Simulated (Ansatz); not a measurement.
Runs of Ansatz 0.2.0 on SiO2. It takes space group P4_32_12 (No. 96, tetragonal). The conventional cell has a = 4.976 Å, b = 4.976 Å, c = 6.901 Å, α = 90.00°, β = 90.00°, γ = 90.00°. Si (site symmetry 2) is surrounded by 4 O at 1.61 Å. O (site symmetry 1) has 2 Si at 1.61 Å as nearest neighbours. The cell comes from a database or a generator and needn't be the stable form of this composition.

| level | cutoff (eV) | gap on the mesh (eV) | pressure (GPa) | relaxed volume (Å³/atom) |
| --- | --- | --- | --- | --- |
| revPBE | 420 | (b) | 0.0 | 15.80 |
| LDA | 420 | 5.55 | 0.0 | 14.03 |
| BLYP | 420 | 5.44 | 0.0 | 16.05 |
| r2SCAN | 500 | 6.35 | 0.0 | 14.31 |
| PBE | 420 | 5.51 | 0.0 | 15.28 |
| PBEsol | 420 | (c) | 0.0 | (a) |
| RPBE | 420 | 5.55 | 0.0 | 15.80 |

Alike in all rows: task relaxation of cell and atoms; potentials or basis Ansatz PAW; no spin polarisation; cell relaxed; k mesh 6 × 6 × 4; smearing fermi-dirac 0.05 eV.

Task: Fill in the values left out.

Result: (a) 14.79; (b) 5.62; (c) 5.57.

Caveats: the plane-wave basis is chosen anew once the cell has moved, so the energies of steps on either side of that aren't comparable; the PAW data sets come from PBE, with cores solved anew for the run's functional, which leaves a small shift of forces and pressure (some runs).

A k mesh can miss the band edges.
